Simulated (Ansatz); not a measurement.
# 2H-WS2 monolayer in a perpendicular field

What dipole does a perpendicular field induce in the 2H-WS2 monolayer, and does the gap follow? A positive field points along +c.

Main program and level: Ansatz 0.2.0; plane-wave DFT, PBE-D3(BJ), Ansatz PAW.

**What experiment says.**

For WS2, single layer (single layer on SiO2, quoted from earlier measurement), “Imaging microscopic electronic contrasts at the interface of single-layer WS2 with oxide and boron nitride substrates” (2019, arxiv:1903.10400) quotes earlier work: band gap (quasiparticle band gap) 2.4 eV [literature measured value used as input for band alignment; WS2 supported on SiO2, so …].

Report form: the programs' logs are mostly left out.

### 1. The structure

The cell holds 3 atoms: 2 S and 1 W. Its edges and angles: a = 3.180 Å, b = 3.180 Å, c = 37.976 Å, α = 90.0°, β = 90.0°, γ = 120.0°. Vacuum lies along c.

### 2. Relaxation

The starting cell is a guess, so the in-plane lattice and the atoms are relaxed first, with the slab cut off from its images along the normal.

input.yaml reads:

```yaml
crystal:
  lattice:
    - [3.18, 0.0, 0.0]
    - [-1.59, 2.753960784, 0.0]
    - [0.0, 0.0, 37.9756202327]
  atoms:
    - { symbol: S, position: [0.3333333333, 0.6666666667, 0.4542387957] }
    - { symbol: W, position: [0.0, 0.0, 0.5] }
    - { symbol: S, position: [0.3333333333, 0.6666666667, 0.5457612043] }
  periodic: [true, true, false]
kpoints:
  mp_grid: { grid: [12, 12, 1] }
hamiltonian:
  xc: pbe
  dispersion: d3bj
scf:
  occupations: { method: fermi_dirac, width: 0.05 }
  convergence: { dr2_threshold: 1.0e-09 }
relax:
  f_tol: 0.004
  max_steps: 90
  cell: {}
output:
  write_potential: true
  write_density: true
  volumetric_format: npy
```

On the command line:

```
ansatz run input.yaml --threads 2 --pin off --max-ram 3072MiB --backend cpu --events-out ev --progress --plain --runs-dir out
```

It took 36 s on 2 threads of Arm Neoverse V2, shared host; peak memory 0.52 GiB; 69 s of CPU time.

Relaxation path:

| step | energy less that of the first step (eV) | largest force component (eV/Å) | volume (Å³) |
| --- | --- | --- | --- |
| 1 | 0.0000 | 2.6732 | 332.58 |
| 2 | -0.4738 | 0.5970 | 330.75 |
| 3 | -0.4914 | 0.1366 | 328.34 |
| 4 | -0.4923 | 0.0046 | 328.26 |
| 5 | -0.4923 | 0.0000 | 328.28 |
| 6* | -0.4922 | 0.0001 | 328.28 |

Relaxation steps marked * repeat the geometry before them on a plane-wave basis chosen anew for their cell, so energy and pressure can jump there.

Forces are held to the 12 operations that the run works with; a distortion that breaks them can't arise in this run.

| cell as run | before | after | change |
| --- | --- | --- | --- |
| a (Å) | 3.180 | 3.159 | -0.6 % |
| b (Å) | 3.180 | 3.159 | -0.6 % |

The atoms that moved most (Å, along periodic axes as changes of fractional coordinates times the final cell, across vacuum about the mean position):

| atom | dx | dy | dz | length |
| --- | --- | --- | --- | --- |
| S1 | 0.000 | 0.000 | 0.162 | 0.162 |
| S3 | 0.000 | 0.000 | -0.162 | 0.162 |

The relaxed structure:

```xyz
3
Lattice="3.1594 0.0000 0.0000 -1.5797 2.7361 0.0000 0.0000 0.0000 37.9756" Properties=species:S:1:pos:R:3
S     0.0000    1.8241   17.4117
W     0.0000    0.0000   18.9878
S     0.0000    1.8241   20.5639
```

This step gave:

```
gap on the k-mesh : 1.920 eV
```

The lattice constant a goes from 3.180 to 3.159 Å.

### 3. Atoms held, field 0

A sawtooth potential applies the field, turning back in the middle of the vacuum. With the dipole correction the typed value is the field outside the slab. The induced dipole is small, so the SCF threshold is tight.

The cell differs from the one that the last finished run ended in (c 37.976 → 21.152 Å).

input.yaml reads:

```yaml
crystal:
  lattice:
    - [3.1593751635, 0.0, 0.0]
    - [-1.5796875818, 2.7360991517, 0.0]
    - [0.0, 0.0, 21.1521296573]
  atoms:
    - { symbol: S, position: [0.3333333333, 0.6666666667, 0.4254890711] }
    - { symbol: W, position: [0.0, 0.0, 0.5] }
    - { symbol: S, position: [0.3333333333, 0.6666666667, 0.5745109289] }
kpoints:
  mp_grid: { grid: [18, 18, 1] }
  band_path:
    path: [[0, 0, 0], [0.5, 0, 0], [0.33333333, 0.33333333, 0], [0, 0, 0]]
    npoints: 16
hamiltonian:
  xc: pbe
  dispersion: d3bj
scf:
  occupations: { method: fermi_dirac, width: 0.02585 }
  convergence: { dr2_threshold: 1.0e-10 }
efield:
  axis: 3
  dipole_correction: true
  ramp_position: 0.97
  ramp_width: 0.06
  amplitude: 0
output:
  dos: { projected: true, e_range: [-6, 5] }
  write_potential: true
  write_density: true
  volumetric_format: npy
  elf: true
```

The job ended after 11 s (2 threads; peak memory 0.45 GiB).

This step gave:

- dipole along the normal: -4.50e-7 e·Å
- gap along the path: 1.920 eV
- smallest direct gap along the path: 1.920 eV
- ionisation energy, upper face: 5.686 eV
- electron affinity, upper face: 3.766 eV
- gap, the smaller of path and mesh: 1.920 eV

Running mean over a fixed 2.8 Å (it still follows the layers) of the planar mean; the ramp of the sawtooth is left out. Electron's electrostatic potential energy less the Fermi level against z:

z (Å), electron's electrostatic potential energy less the Fermi level (eV) and a bar from the least value:
```
     2.94        4.7 ##############################
     3.38        4.7 ##############################
     3.82        4.7 ##############################
     4.11        4.7 ##############################
     4.55        4.7 ##############################
     4.99        4.7 ##############################
     5.43        4.7 ##############################
     5.88        4.7 ##############################
     6.17        4.7 ##############################
     6.61        4.5 ##############################
     7.05        3.7 ############################
     7.49        1.9 #########################
     7.93       -0.3 #####################
     8.37       -2.3 #################
     8.67       -3.8 ##############
     9.11       -7.1 ########
     9.55      -10.3 ###
     9.99      -11.7 
    10.43      -11.7 
    10.72      -11.7 
    11.16      -11.7 
    11.60      -10.3 ###
    12.04       -7.1 ########
    12.49       -3.8 ##############
    12.78       -2.3 #################
    13.22       -0.3 #####################
    13.66        1.9 #########################
    14.10        3.7 ############################
    14.54        4.5 ##############################
    14.98        4.7 ##############################
    15.28        4.7 ##############################
    15.72        4.7 ##############################
    16.16        4.7 ##############################
    16.60        4.7 ##############################
    17.04        4.7 ##############################
    17.33        4.7 ##############################
    17.77        4.7 ##############################
    18.21        4.7 ##############################
```

The density of states has structure finer than the step of the table below, so its rows give means over 0.2 eV, whole bins alone (the curve runs from -6 to 1.77 eV). Peaks (eV: height): -5.53: 4.83, -5.39: 10.8, -4.43: 8.83, -3.13: 15.0, -2.72: 3.98, -1.84: 4.22, 1.72: 8.36.

The density of states by energy, zero at the Fermi level of the run, which the smearing sets inside the gap; means over each step:

| energy (eV) | density of states (states/eV a cell) |
| --- | --- |
| -5.8 | 0.771 |
| -5.6 | 1.91 |
| -5.4 | 4.75 |
| -5.2 | 3.49 |
| -5.0 | 0.829 |
| -4.8 | 1.03 |
| -4.6 | 2.35 |
| -4.4 | 5.43 |
| -4.2 | 2.31 |
| -4.0 | 1.60 |
| -3.8 | 1.52 |
| -3.6 | 1.65 |
| -3.4 | 1.83 |
| -3.2 | 4.82 |
| -3.0 | 3.65 |
| -2.8 | 2.55 |
| -2.6 | 2.33 |
| -2.4 | 2.57 |
| -2.2 | 1.17 |
| -2.0 | 1.56 |
| -1.8 | 3.07 |
| -1.6 | 2.02 |
| -1.4 | 1.49 |
| -1.2 | 1.22 |
| -1.0 | 0.235 |
| -0.8 | 0 |
| -0.6 | 0 |
| -0.4 | 0 |
| -0.2 | 0 |
| 0.0 | 0 |
| 0.2 | 0 |
| 0.4 | 0 |
| 0.6 | 0 |
| 0.8 | 0 |
| 1.0 | 0.417 |
| 1.2 | 2.53 |
| 1.4 | 2.87 |
| 1.6 | 2.89 |

Projected DOS per atom over height of the atomic layer and energy from the Fermi level. Layers: S W S from below.

Ten even steps from '_' (0.00 states/eV) to '@' (2.26 states/eV), each cell a mean:
```
::@@::
::**::
______
______
______
______
______
______
__--__
..++..
..**..
--..--
==..==
**--**
------
::::::
::::::
**++**
......
------
++++++
..__..
```
Columns: height of the atomic layer (Å) from 9 to 12.2; rows upwards: energy from the Fermi level (eV) from -5.96 to 1.78.

The electronic bands at the labelled points (eV, zero at the Fermi level of the run, which the smearing sets inside the gap):

| point | band 10 | band 11 | band 12 | band 13 | band 14 | band 15 | band 16 | band 17 |
| --- | --- | --- | --- | --- | --- | --- | --- | --- |
| Γ | -3.15 | -2.53 | -2.53 | -1.09 | 1.98 | 1.98 | 2.11 | 2.11 |
| halfway | -3.62 | -2.91 | -2.65 | -1.86 | 1.32 | 1.62 | 2.24 | 3.20 |
| M | -4.36 | -3.15 | -2.17 | -1.91 | 1.99 | 2.41 | 3.09 | 3.80 |
| halfway | -4.42 | -3.75 | -3.16 | -1.39 | 1.66 | 2.68 | 2.85 | 3.88 |
| K | -4.85 | -4.25 | -3.39 | -0.96 | 0.96 | 2.33 | 3.11 | 4.68 |
| halfway | -4.43 | -3.21 | -2.34 | -1.84 | 1.04 | 1.87 | 2.06 | 3.64 |
| Γ | -3.15 | -2.53 | -2.53 | -1.09 | 1.98 | 1.98 | 2.11 | 2.11 |

Electrostatic potential energy in the ca plane at fractional y = 0.667, with atoms of S within 0.2 Å of it. With pseudopotentials it is smooth inside the atoms' cores, unlike the true potential.

Values in eV, 5 rows by 16 columns, each cell a mean:
```
  5   5   5   5   5   5   4   1 -13 -12   1   4   5   5   5   5
  5   5   5   5   5   5   2  -5  -8  -8  -5   2   5   5   5   5
  5   5   5   5   5   5  -8 -31  -7  -8 -32  -7   5   5   5   5
  5   5   5   5   5   5 -11 -33  -9  -9 -33 -10   5   5   5   5
  5   5   5   5   5   5   0 -15  -6  -6 -15   0   5   5   5   5
```
Columns run along c (16.0 Å, from fractional 0.08 to 0.84 of the cell; values clipped at the 3rd and 97th percentile), rows up along a (3.2 Å). Atoms in or near the plane, at fractional coordinates: S at (0.43, 0.33), S at (0.57, 0.33).

Valence density in the ca plane at fractional y = 0.667, with atoms of S within 0.2 Å of it. It is the smooth field of the valence electrons, not physical close to the nuclei.

Values in units of 1e-1 e/Å³, 5 rows by 16 columns, each cell a mean:
```
0.0 0.0 0.0 0.0 0.0 0.1 0.6 2.1 5.7 5.5 2.0 0.5 0.0 0.0 0.0 0.0
0.0 0.0 0.0 0.0 0.0 0.1 1.4 4.6 4.7 4.7 4.6 1.4 0.1 0.0 0.0 0.0
0.0 0.0 0.0 0.0 0.0 0.2 5.0 9.4 5.3 5.4 9.4 4.7 0.2 0.0 0.0 0.0
0.0 0.0 0.0 0.0 0.0 0.2 6.0 8.2 5.6 5.8 8.2 5.7 0.2 0.0 0.0 0.0
0.0 0.0 0.0 0.0 0.0 0.1 2.5 7.2 4.7 4.8 7.2 2.3 0.1 0.0 0.0 0.0
```
Columns run along c (16.0 Å, from fractional 0.08 to 0.84 of the cell), rows up along a (3.2 Å). Atoms in or near the plane, at fractional coordinates: S at (0.43, 0.33), S at (0.57, 0.33).

ELF in the ca plane at fractional y = 0.667, with atoms of S within 0.2 Å of it. It is the smooth field of the valence electrons, not physical close to the nuclei.

Ten even steps from '0' (0.00) to '9' (0.94), each cell a mean:
```
00000000000000000012332233123321000000000000
00000000000000000012221233122210000000000000
00000000000000013567774222367775310000000000
00000000000000147898787422688899853100000000
00000000000001368996147523662399974200000000
00000000000001368995147523661299975200000000
00000000000000257998787423687799863100000000
00000000000000013678875222468876420000000000
```
Columns run along c (16.0 Å, from fractional 0.08 to 0.84 of the cell), rows up along a (3.2 Å). Atoms in or near the plane, at fractional coordinates: S at (0.43, 0.33), S at (0.57, 0.33).

The gap is 1.92 eV, with the valence edge 5.69 eV and the conduction edge 3.77 eV under the upper vacuum level. Spin-orbit coupling, left out in this run, matters for the bands of elements this heavy.

### 4. Atoms held, field 0.1 V/Å

input.yaml: that of step 3 with these lines changed.

```diff
@@ -25,5 +25,4 @@
   ramp_width: 0.06
-  amplitude: 0
+  amplitude: 0.1
 output:
-  dos: { projected: true, e_range: [-6, 5] }
   write_potential: true
@@ -31,2 +30 @@
   volumetric_format: npy
-  elf: true
```

The job ended after 11 s (2 threads; peak memory 0.42 GiB; 22 s of CPU time).

The dipole is 0.0244 e·Å, and the gap 1.920 eV.

### 5. Atoms held, field -0.1 V/Å

input.yaml: that of step 4 with these lines changed.

```diff
@@ -25,3 +25,3 @@
   ramp_width: 0.06
-  amplitude: 0.1
+  amplitude: -0.1
 output:
```

The job ended after 12 s (2 threads; peak memory 0.42 GiB).

The dipole is -0.0244 e·Å, and the gap 1.920 eV.

### 6. Response, atoms held

This step: plane-wave DFT, PBE-D3(BJ), Ansatz PAW; response to a field along the normal, atoms held (Ansatz 0.2.0).

The dipoles give the slope, and the difference of two potentials shows where the field is screened.

Numbers from this step:

- equivalent conductor thickness p/(ε₀AE): 5.113 Å
- distance between the outer atoms: 3.152 Å

Table of dipole of the cell by applied field:

| applied field (V/Å) | dipole of the cell (e·Å) |
| --- | --- |
| -0.1000 | -0.0244 |
| 0.0000 | -4.5e-7 |
| 0.1000 | 0.0244 |

Local field over the applied field, running mean. From the potentials at -0.1 and 0.1 V/Å; running mean over 2.5 Å. The local field over applied field by z:

z (Å), local field over applied field and a bar:
```
      4.5      0.999 ##############################
      5.0      0.997 ##############################
      5.5      0.990 ##############################
      6.0      0.971 #############################
      6.5      0.924 ############################
      7.0      0.822 ########################
      7.5      0.669 ####################
      8.0      0.495 ##############
      8.5      0.319 #########
      9.0      0.176 ####
      9.5      0.092 ##
     10.0      0.058 
     10.5      0.044 
     11.0      0.052 
     11.5      0.078 #
     12.0      0.143 ###
     12.5      0.270 #######
     13.0      0.440 ############
     13.5      0.617 ##################
     14.0      0.779 #######################
     14.5      0.899 ###########################
     15.0      0.961 #############################
     15.5      0.986 ##############################
     16.0      0.995 ##############################
     16.5      0.998 ##############################
     17.0      1.000 ##############################
```

Electrons, planar mean, per unit field. The induced electron density by z:

z (Å), induced electron density (e/Å³ per V/Å) and a bar from the least value:
```
     4.11    0.00000 ###############
     4.41    0.00000 ###############
     4.85    0.00001 ###############
     5.14    0.00002 ###############
     5.58    0.00005 ###############
     5.88    0.00010 ###############
     6.17    0.00019 ################
     6.61    0.00046 #################
     6.90    0.00082 ##################
     7.20    0.00141 #####################
     7.64    0.00277 ###########################
     7.93    0.00357 ##############################
     8.37    0.00274 ###########################
     8.67    0.00126 ####################
     8.96    0.00094 ###################
     9.40    0.00068 ##################
     9.69   -0.00027 ##############
     9.99   -0.00056 #############
    10.43   -0.00014 ##############
    10.72    0.00014 ################
    11.16    0.00056 #################
    11.46    0.00027 ################
    11.75   -0.00068 ############
    12.19   -0.00094 ###########
    12.49   -0.00126 ##########
    12.78   -0.00274 ###
    13.22   -0.00357 
    13.51   -0.00277 ###
    13.95   -0.00141 #########
    14.25   -0.00082 ############
    14.54   -0.00046 #############
    14.98   -0.00019 ##############
    15.28   -0.00010 ###############
    15.57   -0.00005 ###############
    16.01   -0.00002 ###############
    16.30   -0.00001 ###############
    16.75    0.00000 ###############
    17.04    0.00000 ###############
```

The smaller of the gaps on the path and on the k-mesh, counted as 0 under 0.03 eV. The gap stays at 1.92 eV for applied field from -0.1 to 0.1 V/Å.

By hand: between -0.1 and 0.1 V/Å the dipole changes by 0.04885 e·Å, a slope of 0.2443 e·Å²/V. A perfect conductor of thickness t has p = ε₀AEt, so t = 180.95 × 0.2443 / 8.644 = 5.11 Å (e/ε₀ = 180.95 V·Å, A in Å²).

The induced dipole is that of a conductor 5.11 Å thick.

### 7. Outcome

```yaml
gap_without_field: 1.92 eV
ionisation_energy_upper_face: 5.69 eV
electron_affinity_upper_face: 3.77 eV
equivalent_conductor_thickness_atoms_held: 5.11 Å
```

What this shows: The induced dipole equals that of a perfect conductor 5.11 Å thick, while the outer atoms lie 3.15 Å apart; an out-of-plane ε follows only once a thickness t is chosen, by 1 − 1/ε = 5.11 Å / t. The gap stays within 0.01 eV of 1.92 eV over the fields run, up to 0.1 V/Å in size. The measured quasiparticle gap below is for a layer on a substrate, whose screening lowers it, so a free-standing Kohn-Sham gap can come near it by a cancelling of errors. Semilocal functionals give gaps that are too small, and excitons are not included. Spin-orbit coupling is left out, which matters for the bands of elements this heavy.

Computed beside measured:

```
                                                        quantity  measured       PBE D3(BJ)
band gap (quasiparticle band gap, monolayer on a substrate) (eV)       2.4  1.92 (-0.48 eV)
```

Measured values from arxiv:1903.10400 (2019).

Verdict: The band gap is off by -0.48 eV. Local and semilocal functionals usually give gaps below the measured ones. Spin-orbit coupling, left out here, can change the gap with such heavy elements. Zero-point and thermal motion shift the measured gap.

[Logs are printed without paths, hosts, clocks, repeated set-up lines and the standing remarks that a program may print on its own settings, such as how far it seeks lower states.]

[Hosts, paths, dates, database ids (printed as entryN), source tags and the programs' standing remarks are cut or masked in the printed files.]

[Maps of the electrostatic potential energy from Ansatz leave out the sawtooth potential of an applied field or a dipole correction, so their vacuum need not be flat; planar profiles and work functions include it.]

[The density of states shown here was stored with 400 of the rows of the run's finer table, so its peaks can read low, often by over a quarter, or be missed, and its means over a window can be off by a tenth or more.]
